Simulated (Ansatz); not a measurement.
Runs of Ansatz 0.2.0 on Zr. It takes space group P6_3/mmc (No. 194, hexagonal). Conventional cell: a = 3.232 Å, b = 3.232 Å, c = 5.147 Å, α = 90.00°, β = 90.00°, γ = 120.00°. Around Zr (site symmetry -6m2) lie 12 Zr at 3.18 to 3.23 Å. 

```csv
task,level,cell,k mesh,cutoff (eV),smearing,atoms under strain,points for each segment of the path,gap on the mesh (eV),pressure (GPa),relaxed volume (Å³/atom)
relaxation of cell and atoms,PBEsol+D3(BJ),relaxed,9 × 9 × 5,420,fermi-dirac 0.05 eV,-,-,-,0.0,21.49
relaxation of cell and atoms,revPBE+D3(BJ),relaxed,9 × 9 × 5,420,fermi-dirac 0.05 eV,-,-,-,0.0,22.09
relaxation of cell and atoms,BLYP,relaxed,9 × 9 × 5,420,fermi-dirac 0.05 eV,-,-,none,0.0,(b)
elastic constants,LDA,as given,7 × 7 × 4,420,fermi-dirac 0.05 eV,clamped,-,none,-6.0,-
band structure,BLYP,as given,9 × 9 × 5,420,fermi-dirac 0.05 eV,-,14,none,3.6,-
relaxation of cell and atoms,revPBE+D4,relaxed,9 × 9 × 5,420,fermi-dirac 0.05 eV,-,-,none,0.0,23.30
single point,RPBE,as given,9 × 9 × 5,420,gaussian 0.1 eV,-,-,none,(a),-
band structure,r2SCAN,as given,9 × 9 × 5,500,fermi-dirac 0.05 eV,-,14,none,0.9,-
```

Alike in all rows: potentials or basis Ansatz PAW; no spin polarisation.

Problem. Fill in the values left out.

Solution. (a) 2.7; (b) 24.16.

Caveats: the PAW data sets come from PBE, with cores solved anew for the run's functional, which leaves a small shift of forces and pressure; the plane-wave basis is chosen anew once the cell has moved, so the energies of steps on either side of that aren't comparable (some runs); the cell is more than 3 GPa from zero pressure, which shifts response properties (some runs); elastic constants of metals need much finer meshes, so these are rough (some runs); pairwise dispersion overbinds metals, which lowers pressure and volume (some runs).

A k mesh can miss the band edges, and the runs leave out spin-orbit coupling on Zr.

A gap of «none» marks a metal or a gap under the smearing width.

Runs at the PBE level aren't shown here.
